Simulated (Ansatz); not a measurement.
Input and output for TePb: DFT, PBEsol, PAW with Ansatz's default frozen-core files, scalar-relativistic (Ansatz 0.2.0). This run: cell and atoms relaxed.

The cell is Materials Project entry mp-20943, used as a structure alone.

Command: `ansatz run input.yaml --threads 1 --pin off --max-ram 2048MiB --backend cpu --events-out ev --progress --plain --runs-dir out` It took 11 s on 1 thread of Arm Neoverse V2 (shared host), peak memory 0.37 GiB.

```yaml
crystal:
  lattice:
    - [4.002287, 0.0, 0.0]
    - [0.0, 4.002287, 0.0]
    - [0.0, 0.0, 4.002287]
  atoms:
    - { symbol: Te, position: [0.5, 0.5, 0.5] }
    - { symbol: Pb, position: [0.0, 0.0, 0.0] }
kpoints:
  mp_grid: { grid: [10, 10, 10] }
scf:
  occupations: { method: fermi_dirac, width: 0.05 }
hamiltonian:
  xc: pbesol
  pseudopotentials: { kind: paw }
output:
  forces: true
  stress: true
  write_density: true
  write_potential: true
  elf: true
  volumetric_format: npy
relax:
  f_tol: 0.005
  max_steps: 50
  cell: {}
```

Output:

```
Engine: ansatz 0.2.0
Pseudopotentials: kind: paw
Pseudopotential: Te, paw, valence charge 16, recommended cutoff 420 eV (normal), Te.paw.azcp
Pseudopotential: Pb, paw, valence charge 14, recommended cutoff 420 eV (normal), Pb.paw.azcp
Functional definition: PBEsol
  exchange = pbesol_x
  correlation = pbesol_c
Crystal: 2 atoms, lattice volume = 64.110 Å³
Basis set: ecut = 420 eV, 1237 PW (Γ), exchange–correlation on 54×54×54 points (8 copies of the dense FFT grid, shifted against one another)
Bands: 19, of which v1, the nominal top of the filled ones, is band 15 counted from 1 (14 counted from 0)
Symmetry: 48 space group operations
Space group: Pm-3m (ITA 221), of the structure as read, at distance tolerance 4.0e-5 Å
k-points: 56 of 1000
Non-local potential: Te, projectors of the file, l = 0: 2, l = 1: 2, l = 2: 2, l = 3: 2
Non-local potential: Pb, projectors of the file, l = 0: 2, l = 1: 2, l = 2: 2, l = 3: 2
PAW form: soft (Blöchl's): semilocal exchange-correlation on the pseudo side does not see the compensation charge
PAW frozen core: Te, regenerated for the run's functional, and the local potential with it (the file was generated under x = pbe(κ = 0.804, μ = 0.2195149727645171), c = pbe(β = 0.06672455060314922))
PAW frozen core: Pb, regenerated for the run's functional, and the local potential with it (the file was generated under x = pbe(κ = 0.804, μ = 0.2195149727645171), c = pbe(β = 0.06672455060314922))
PAW one-centre angular grid: Te, 590 points (default); XC on 64 Gauss nodes
PAW one-centre angular grid: Pb, 590 points (default); XC on 64 Gauss nodes
Initial density: superposition of atomic densities (neutral atoms: chi_scale 0, normalization atom), corrected by the library's trained network
Initial wavefunctions: pseudopotential atomic-orbital guess
Functional: x = pbesol(κ = 0.804, μ = 0.12345679012345678), c = pbesol(β = 0.046)
SCF iter   1: F=—  HF=-18656.777645 eV  |F-HF|=—  |Δ(HF+E_count)|=         —  Δρ=3.23e-3  dr2=1.50e-2  ethr=1.77e-3  ⟨swp⟩=6.6  Hψ=5531  notcnv=0
preconditioner: auto → Kerker (q_TF=auto, 2.404 Å⁻¹)  [metal: Δε(μ)=0.050 eV  Ē_g=14.610 eV  σ=0.050 eV  W_gap=0.24  n_scr=18 (ndim 8)  ℏωp=20.7 eV  f_vac=0.000  D(μ)=1.39/eV (n_scr^D=6)]
SCF iter   2: F=—  HF=-18656.773080 eV  |F-HF|=—  |Δ(HF+E_count)|=   4.57e-3  Δρ=1.80e-3  dr2=4.33e-3  ethr=4.99e-5  ⟨swp⟩=2.0  Hψ=1718  notcnv=0
SCF iter   3: F=—  HF=-18656.772135 eV  |F-HF|=—  |Δ(HF+E_count)|=   9.45e-4  Δρ=3.57e-4  dr2=8.24e-5  ethr=1.44e-5  ⟨swp⟩=2.7  Hψ=1646  notcnv=0
SCF iter   4: F=—  HF=-18656.772149 eV  |F-HF|=—  |Δ(HF+E_count)|=   1.38e-5  Δρ=1.19e-4  dr2=1.11e-5  ethr=2.75e-7  ⟨swp⟩=2.3  Hψ=1825  notcnv=0
SCF iter   5: F=—  HF=-18656.772151 eV  |F-HF|=—  |Δ(HF+E_count)|=   2.23e-6  Δρ=3.61e-5  dr2=8.22e-7  ethr=3.69e-8  ⟨swp⟩=2.0  Hψ=1200  notcnv=0
SCF iter   6: F=-18656.772152 eV  HF=-18656.772152 eV  |F-HF|=7.33e-9  |Δ(HF+E_count)|=   4.76e-7  Δρ=7.22e-6  dr2=2.45e-8  ethr=3.33e-10  ⟨swp⟩=9.7  Hψ=6918  notcnv=0
SCF 1 converged in 6 iterations: F = -18656.772152 eV  dr2 = 2.45e-8
  greatest PAW one-centre occupation: 0.998 electrons in one spin orbital (limit 2), on the Te atom at site 0 (counted from 0), in its partial waves of l = 2
relax step   1: F+E_penalty+E_count = -18656.77215157 eV  Δ(F+E_penalty+E_count) = +0.000e0 eV  max|allowed force component| = 3.116e-29 eV/Å  Δτ_max = 0.0000 Å  P = -2.877 GPa  Ω = 64.110 Å³  (6 SCF iters, dr2 threshold 1.00e-7 eV, accepted)
Crystal: 2 atoms, lattice volume = 59.650 Å³
Basis set: ecut = 420 eV, 1189 PW (Γ), exchange–correlation on 54×54×54 points (8 copies of the dense FFT grid, shifted against one another)
Initial density: handed on by an earlier stage of this run
Initial wavefunctions: those handed on with the density
iter 1 solved again at ethr=3.59e-6 eV; its pass at ethr=3.10e-3 eV (dr2=1.08e-3 eV) is discarded
SCF iter   1: F=—  HF=-18656.815210 eV  |F-HF|=—  |Δ(HF+E_count)|=         —  Δρ=1.14e-3  dr2=1.10e-3  ethr=3.59e-6  ⟨swp⟩=3.5  Hψ=8084  notcnv=0
preconditioner: auto → Kerker (q_TF=auto, 2.433 Å⁻¹)  [metal: Δε(μ)=0.036 eV  Ē_g=14.832 eV  σ=0.050 eV  W_gap=0.18  n_scr=18 (ndim 8)  ℏωp=21.5 eV  f_vac=0.000  D(μ)=1.34/eV (n_scr^D=6)]
SCF iter   2: F=—  HF=-18656.815096 eV  |F-HF|=—  |Δ(HF+E_count)|=   1.13e-4  Δρ=6.57e-4  dr2=3.94e-4  ethr=3.59e-6  ⟨swp⟩=1.0  Hψ=1064  notcnv=0
SCF iter   3: F=—  HF=-18656.815051 eV  |F-HF|=—  |Δ(HF+E_count)|=   4.58e-5  Δρ=1.37e-4  dr2=1.49e-5  ethr=1.31e-6  ⟨swp⟩=2.1  Hψ=1239  notcnv=0
SCF iter   4: F=—  HF=-18656.815065 eV  |F-HF|=—  |Δ(HF+E_count)|=   1.46e-5  Δρ=4.68e-5  dr2=1.68e-6  ethr=4.95e-8  ⟨swp⟩=2.3  Hψ=1487  notcnv=0
SCF iter   5: F=-18656.815065 eV  HF=-18656.815065 eV  |F-HF|=5.01e-8  |Δ(HF+E_count)|=   8.42e-8  Δρ=6.96e-6  dr2=4.67e-8  ethr=6.67e-10  ⟨swp⟩=9.8  Hψ=7429  notcnv=0
SCF 2 converged in 5 iterations: F = -18656.815065 eV  dr2 = 4.67e-8
relax step   2: F+E_penalty+E_count = -18656.81506506 eV  Δ(F+E_penalty+E_count) = -4.291e-2 eV  max|allowed force component| = 1.239e-29 eV/Å  Δτ_max = 0.0000 Å  P = +0.030 GPa  Ω = 59.650 Å³  energy of the carried Pulay correction = +6.845e-4 eV  (5 SCF iters, dr2 threshold 2.00e-7 eV, accepted)
Initial wavefunctions: pseudopotential atomic-orbital guess (no wavefunctions were taken with the density)
iter 1 solved again at ethr=2.58e-7 eV; its pass at ethr=3.10e-3 eV (dr2=7.75e-5 eV) is discarded
SCF iter   1: F=—  HF=-18656.814412 eV  |F-HF|=—  |Δ(HF+E_count)|=         —  Δρ=8.56e-5  dr2=7.97e-7  ethr=2.58e-7  ⟨swp⟩=3.4  Hψ=8553  notcnv=0
preconditioner: auto → Kerker (q_TF=auto, 2.433 Å⁻¹)  [metal: Δε(μ)=0.022 eV  Ē_g=14.833 eV  σ=0.050 eV  W_gap=0.11  n_scr=18 (ndim 8)  ℏωp=21.5 eV  f_vac=0.000  D(μ)=1.35/eV (n_scr^D=6)]
SCF iter   2: F=—  HF=-18656.814422 eV  |F-HF|=—  |Δ(HF+E_count)|=   9.94e-6  Δρ=4.47e-5  dr2=2.08e-7  ethr=2.66e-9  ⟨swp⟩=2.0  Hψ=1894  notcnv=0
SCF iter   3: F=—  HF=-18656.814423 eV  |F-HF|=—  |Δ(HF+E_count)|=   1.46e-7  Δρ=5.82e-6  dr2=5.87e-9  ethr=6.94e-10  ⟨swp⟩=2.7  Hψ=2060  notcnv=0
SCF iter   4: F=—  HF=-18656.814423 eV  |F-HF|=—  |Δ(HF+E_count)|=   1.93e-9  Δρ=7.89e-7  dr2=2.64e-10  ethr=1.96e-11  ⟨swp⟩=2.3  Hψ=1422  notcnv=0
SCF iter   5: F=—  HF=-18656.814423 eV  |F-HF|=—  |Δ(HF+E_count)|=  4.73e-11  Δρ=2.07e-7  dr2=2.69e-11  ethr=1.00e-12  ⟨swp⟩=7.6  Hψ=6098  notcnv=0
SCF iter   6: F=-18656.814423 eV  HF=-18656.814423 eV  |F-HF|=3.64e-12  |Δ(HF+E_count)|=  7.28e-12  Δρ=4.77e-8  dr2=1.99e-12  ethr=1.00e-12  ⟨swp⟩=5.8  Hψ=4257  notcnv=0
SCF 3 converged in 6 iterations: F = -18656.814423 eV  dr2 = 1.99e-12
relax step   3: F+E_penalty+E_count = -18656.81442252 eV  Δ(F+E_penalty+E_count) = +6.425e-4 eV  max|allowed force component| = 1.065e-29 eV/Å  Δτ_max = 0.0000 Å  P = +0.026 GPa  Ω = 59.650 Å³  stress off target by 2.55e-2 GPa  SCF on the basis re-selected at this cell (its energy is not comparable with the rows above)  (6 SCF iters)
basis re-selected at this cell: Δ(F+E_penalty+E_count) = +6.425e-4 eV, ΔP = -0.004 GPa vs the last step (what re-selecting the basis moved, of the pressure what is left beyond the Pulay correction that the steps carried, after the strain that the cell walked since its last selection, with what the two solves' SCF thresholds leave and, on support functions, any second-order correction that the steps lacked; it is no measure of the basis error at this ecutwfc). This SCF's stress stands 2.55e-2 GPa from its target on what of the cell is left free (relax.cell.stress_tol is 5.00e-2 GPa) and its largest allowed force component is 1.06e-29 eV/Å (relax.f_tol is 5.00e-3 eV/Å): within both
SCF converged after 6 iterations
Free energy (F): -18656.814423 eV
Harris-Foulkes:  -18656.814423 eV  (|F-HF|=3.64e-12)
Internal energy: -18656.803634 eV  (E = F + TS)
E sigma→0 (E₀):  -18656.809028 eV
Entropy (-TS):   -0.010789 eV (-5.394 meV/atom)
Fermi energy:    10.450388 eV
--- Per-component energies (eV) ---
  E_band       = -269.025446
  E_kinetic    = 469.107239
  E_local      = -2095.096329  (includes V_loc(G=0)·N_el)
  E_nonlocal   = 44.083964
  E_hartree    = 1131.844269
  E_xc         = -343.107030
  E_vxc        = -237.732382  (∫ρ·V_xc dr)
  E_paw        = -14838.884912  (= ΣΔE_a)
  E_vpaw       = -713.076329  (= ΣTr[D̂ρ^β])
  E_aug_tail   = -0.000103  (compensation charges beyond the density's cutoff)
  E_ewald      = -3025.187664
  E_core_change = 0.436932  (= ΣΔE_core)
  E_smearing   = -0.010789  (= −TS)
  E_closure    = 0.000000  (closes the sum)
  Σ components = -18656.814423   (vs F -18656.814423, Δ=0.00e0)
--- Forces (eV/Å), atoms counted from 1 ---
  atom   1  Te    -0.00000000    -0.00000000     0.00000000
  atom   2  Pb    -0.00000000     0.00000000    -0.00000000
  max |Σ_I F_I| component: 2.08e-29 eV/Å
--- Stress (GPa, compression-positive) ---
        0.025539       0.000000      -0.000000
        0.000000       0.025539       0.000000
       -0.000000       0.000000       0.025539
  P = ⅓ Tr σ = 0.0255 GPa (0.255 kbar)
--- Band table (eV; the first three rows and the last of 56) ---
  k-point 0: bands = ["-25.8721", "-25.8721", "-25.8692", "-25.8692", "-25.8692", "-6.4859", "-6.4859", "-6.3818", "-6.3818", "-6.3818", "-2.1371", "3.9812", "8.7988", "8.7988", "8.7988", "14.4153", "14.4153", "16.2603", "16.2603"]
  k-point 1: bands = ["-25.8720", "-25.8715", "-25.8693", "-25.8693", "-25.8692", "-6.4854", "-6.4773", "-6.3851", "-6.3851", "-6.3815", "-2.0496", "3.7696", "8.7309", "8.8972", "8.8972", "14.4882", "14.7905", "15.7879", "15.9573"]
  k-point 2: bands = ["-25.8720", "-25.8702", "-25.8697", "-25.8697", "-25.8692", "-6.4842", "-6.4548", "-6.3939", "-6.3939", "-6.3810", "-1.7921", "3.1852", "8.7120", "9.1831", "9.1831", "14.0607", "14.7043", "15.1761", "15.1761"]
  k-point 55: bands = ["-25.8718", "-25.8718", "-25.8718", "-25.8636", "-25.8636", "-6.4563", "-6.4563", "-6.4563", "-6.3372", "-6.3372", "0.6880", "3.5033", "7.8107", "7.8107", "7.8107", "9.2628", "9.2628", "9.2628", "24.7582"]
--- Relaxed structure (2 steps of the walk, 2 accepted, 1 SCFs on fresh bases) ---
  F+E_penalty+E_count = -18656.81442252 eV   max|allowed force component| = 1.065e-29 eV/Å   (the final SCF, on the basis selected at the relaxed cell)
  cell:  # Å, volume = 59.6500 Å³
    - [3.907240105632196, -1.0286672697755783e-33, -2.5679065925163143e-34]
    - [-1.0286672697755783e-33, 3.907240105632196, 1.2839532962581572e-34]
    - [-2.5679065925163143e-34, 1.2839532962581572e-34, 3.907240105632196]
  atoms:
    - { symbol: Te, position: [0.49999999999999994, 0.49999999999999994, 0.49999999999999994] }
    - { symbol: Pb, position: [3.217223493417518e-85, 5.513834285106759e-36, 6.015091947389192e-36] }
```

Next run, as changes to the input before:

```diff
   lattice:
-    - [4.002287, 0.0, 0.0]
-    - [0.0, 4.002287, 0.0]
-    - [0.0, 0.0, 4.002287]
+    - [3.9072401056, 0.0, 0.0]
+    - [0.0, 3.9072401056, 0.0]
+    - [0.0, 0.0, 3.9072401056]
   atoms:
   stress: true
-  write_density: true
-  write_potential: true
-  elf: true
-  volumetric_format: npy
-relax:
-  f_tol: 0.005
-  max_steps: 50
-  cell: {}
+  eigenvalues: true
+  efg: { contact_densities: true }
+  populations: true
```

Results part of the output:

```
SCF 1 converged in 7 iterations: F = -18656.814423 eV  dr2 = 9.05e-9
  greatest PAW one-centre occupation: 0.998 electrons in one spin orbital (limit 2), on the Te atom at site 0 (counted from 0), in its partial waves of l = 2
SCF converged after 7 iterations
Free energy (F): -18656.814423 eV
Harris-Foulkes:  -18656.814423 eV  (|F-HF|=1.06e-8)
Internal energy: -18656.803634 eV  (E = F + TS)
E sigma→0 (E₀):  -18656.809028 eV
Entropy (-TS):   -0.010789 eV (-5.394 meV/atom)
Fermi energy:    10.450415 eV
--- Per-component energies (eV) ---
  E_band       = -269.021760
  E_kinetic    = 469.107607
  E_local      = -2095.093301  (includes V_loc(G=0)·N_el)
  E_nonlocal   = 44.082909
  E_hartree    = 1131.841268
  E_xc         = -343.107151
  E_vxc        = -237.732562  (∫ρ·V_xc dr)
  E_paw        = -14838.884132  (= ΣΔE_a)
  E_vpaw       = -713.074286  (= ΣTr[D̂ρ^β])
  E_aug_tail   = -0.000103  (compensation charges beyond the density's cutoff)
  E_ewald      = -3025.187664
  E_core_change = 0.436932  (= ΣΔE_core)
  E_smearing   = -0.010789  (= −TS)
  E_closure    = -0.000000  (closes the sum)
  Σ components = -18656.814423   (vs F -18656.814423, Δ=0.00e0)
--- Forces (eV/Å), atoms counted from 1 ---
  atom   1  Te     0.00000000     0.00000000    -0.00000000
  atom   2  Pb     0.00000000     0.00000000    -0.00000000
  max |Σ_I F_I| component: 2.13e-30 eV/Å
--- Stress (GPa, compression-positive) ---
        0.025528      -0.000000       0.000000
        0.000000       0.025528       0.000000
        0.000000       0.000000       0.025528
  P = ⅓ Tr σ = 0.0255 GPa (0.255 kbar)
--- PAW observables at the nuclei: V_zz in 10²¹ V/m², potentials from the cell's mean, atoms counted from 1 ---
  atom   1  Te V_zz =    -0.000000   η = 0.0000   by run symmetry: forbidden
            electrostatic potential = -8651.158635 V   contact ρ = 1466674.815864 e/Å³
  atom   2  Pb V_zz =    -0.000000   η = 0.0000   by run symmetry: forbidden
            electrostatic potential = -17480.511503 V   contact ρ = 16511888.231586 e/Å³
--- Band table (eV; the first three rows and the last of 56) ---
  k-point 0: bands = ["-25.8718", "-25.8718", "-25.8690", "-25.8690", "-25.8690", "-6.4858", "-6.4858", "-6.3816", "-6.3816", "-6.3816", "-2.1371", "3.9812", "8.7988", "8.7988", "8.7988", "14.4153", "14.4153", "16.2603", "16.2603"]
  k-point 1: bands = ["-25.8718", "-25.8713", "-25.8691", "-25.8691", "-25.8690", "-6.4853", "-6.4772", "-6.3850", "-6.3850", "-6.3814", "-2.0496", "3.7697", "8.7309", "8.8972", "8.8972", "14.4882", "14.7905", "15.7880", "15.9574"]
  k-point 2: bands = ["-25.8718", "-25.8699", "-25.8694", "-25.8694", "-25.8690", "-6.4841", "-6.4547", "-6.3938", "-6.3938", "-6.3809", "-1.7921", "3.1852", "8.7121", "9.1831", "9.1831", "14.0607", "14.7044", "15.1761", "15.1761"]
  k-point 55: bands = ["-25.8716", "-25.8716", "-25.8716", "-25.8634", "-25.8634", "-6.4561", "-6.4561", "-6.4561", "-6.3370", "-6.3370", "0.6880", "3.5033", "7.8107", "7.8107", "7.8107", "9.2628", "9.2628", "9.2628", "24.7582"]
--- Löwdin populations: 2 sites ---
  site symbol       q [e]
     0     Te     16.0876
     1     Pb     13.8320
  spilling = 0.002682 (of n_electrons = 30.000000)
```

Spin–orbit coupling is left out, which matters for the heavy atoms. The PAW files were made under PBE.
